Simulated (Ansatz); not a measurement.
TiAl3 (I4/mmm), a vibration from a frozen displacement

Method: DFT PBE, scalar-relativistic, plane waves, PAW in Ansatz. Settings: plane waves to 420 eV, k-mesh 18×18×18 (Γ-centred), Gaussian smearing 0.15 eV. No spin polarisation. Energies are free energies at this smearing, counted from the undisturbed cell; pressure is positive in compression.

Reference structure (relaxed at this level):

```xyz
4
Lattice="-1.9227 1.9227 4.3114 1.9227 -1.9227 4.3114 1.9227 1.9227 -4.3114" Properties=species:S:1:pos:R:3 pbc="T T T"
Ti    0.0000    0.0000    0.0000
Al    0.0000    0.0000    4.3114
Al    0.0000    1.9227    2.1557
Al    1.9227    0.0000    2.1557
```

Atom 2 (Al) is moved by x along the Cartesian unit vector (0.000, 0.000, 1.000); the cell and all other atoms stay fixed. The cell's volume is 63.75 Å³; the moved atoms weigh 26.982 u together and the others 101.830 u. Some rows repeat others by symmetry and weren't run.

| x (Å) | ΔE (meV/cell) | total force on the moved atoms along the move (eV/Å) | pressure (GPa) |
| --- | --- | --- | --- |
| -0.1000 | 19.37 | 0.3897 | 0.1485 |
| -0.0875 | 14.81 | 0.3400 | 0.1137 |
| -0.0750 | 10.86 | 0.2907 | 0.0836 |
| -0.0500 | 4.82 | 0.1931 | 0.0373 |
| -0.0250 | 1.20 | 0.0963 | 0.0095 |
| 0.0000 | 0.00 | 0.0000 | 0.0003 |
| 0.0250 | 1.20 | -0.0963 | 0.0095 |
| 0.0500 | 4.82 | -0.1931 | 0.0373 |
| 0.0750 | 10.86 | -0.2907 | 0.0836 |
| 0.0875 | 14.81 | -0.3400 | 0.1137 |
| 0.1000 | 19.37 | -0.3897 | 0.1485 |

Question: What frequency belongs to this motion?

Answer: The force constant is k = −dF/dx = 3.852 eV/Å², from the parabola through x = -0.0250, 0 and 0.0250. In every cell the moved atoms swing against the rest, so the mass is μ = m₁m₂/(m₁ + m₂) = 21.330 u, and ν̃ = 521.5 cm⁻¹ × √(|k|/μ) = 222 cm⁻¹. The pattern needn't be a normal mode: ν̃² is then a weighted mean of the squared nonzero frequencies at the zone centre of this cell, so it lies between the lowest and the highest of them.

Question: How far does the harmonic law reach?

Answer: At x = -0.100 Å, kx²/2 = 19.26 meV against the computed 19.37 meV (+0.6 %): the well is still close to harmonic there.

Question: The pressure changes with x². What does that say about the frequency under compression?

Answer: With E = k(V)x²/2, k ∝ V^(−2γ) and x scaling with the cell as V^(1/3), P − P0 = −∂E/∂V = (2γ − 2/3) ΔE/V. At x = 0.0500 Å, V(P − P0) = 63.75 × 0.03700 / 160.2 eV = 14.72 meV and ΔE = 4.82 meV, so γ = 1/3 + V(P − P0)/(2ΔE) = 1.86. This is the Grüneisen parameter of the motion under uniform scaling of the cell: shrinking the cell evenly by 1 % in volume raises the frequency by about 1.86 %.

In a metal these slopes depend on the k mesh and the smearing.